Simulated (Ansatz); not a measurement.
BeS (rocksalt), relaxed with r2SCAN: 4 runs in the PAW code Ansatz, each a calculation of independent-particle optics. Space group Fm-3m (No. 225), cubic; conventional cell a = 4.635 Å, 12.44 Å³ an atom. Be is surrounded by 6 S at 2.32 Å; S is surrounded by 6 Be at 2.32 Å. Computed, not measured; no magnetism was allowed, and whether the structure is a known phase isn't checked.

```xyz
2
Lattice="0.0000 2.3173 2.3173 2.3173 0.0000 2.3173 2.3173 2.3173 0.0000" Properties=species:S:1:pos:R:3 pbc="T T T"
Be    0.0000    0.0000    0.0000
S     2.3173    2.3173    2.3173
```

On meshes this coarse, single peaks can be features of the mesh. No local fields, no excitons; the zone sum runs over the cells of the mesh, and ε∞ includes the bands left out of the spectrum. Up to four peaks are listed, those above 15 % of the tallest and inside the complete range; the four can differ from row to row. Rows marked drawn have settings drawn at random (some not listed).

```json
{"functional": "r2SCAN", "k mesh": "8×8×8", "broadening (eV)": "0.1", "scissors (eV)": "0.00", "range (eV)": "0–12", "settings": "chosen", "direct gap on the mesh before scissors (eV)": "4.60", "ε∞ xx": "8.45", "ε∞ yy": "8.45", "ε∞ zz": "8.45", "complete up to (eV)": "12.0", "tallest peaks of mean ε₂ (eV)": "5.30 6.85 8.50"}
{"functional": "PBE", "k mesh": "8×8×8", "broadening (eV)": "0.1", "scissors (eV)": "1.07 (to HSE06)", "range (eV)": "0–12", "settings": "chosen", "direct gap on the mesh before scissors (eV)": "4.14", "ε∞ xx": "8.40", "ε∞ yy": "8.40", "ε∞ zz": "8.40", "complete up to (eV)": "12.0", "tallest peaks of mean ε₂ (eV)": "5.85"}
{"functional": "r2SCAN", "k mesh": "6×6×6", "broadening (eV)": "0.15", "scissors (eV)": "2.50", "range (eV)": "0.5–10", "settings": "drawn", "direct gap on the mesh before scissors (eV)": "4.59", "ε∞ xx": "6.39", "ε∞ yy": "6.39", "ε∞ zz": "6.39", "complete up to (eV)": "10.0", "tallest peaks of mean ε₂ (eV)": "7.85"}
```

Q: Estimate from these rows what the further settings give.
```json
{"functional": "PBE", "k mesh": "8×8×8", "broadening (eV)": "0.1", "scissors (eV)": "0.00", "range (eV)": "0–12", "settings": "chosen"}
```

A:
```
functional  k mesh  broadening (eV)  scissors (eV)  range (eV)  settings  direct gap on the mesh before scissors (eV)  ε∞ xx  ε∞ yy  ε∞ zz  complete up to (eV)  tallest peaks of mean ε₂ (eV)
       PBE   8×8×8              0.1           0.00        0–12    chosen                                         4.14   9.78   9.78   9.78                 12.0                           4.75
```

The fundamental gap is indirect (0.99 eV with PBE on 8×8×8); the table holds the direct one.
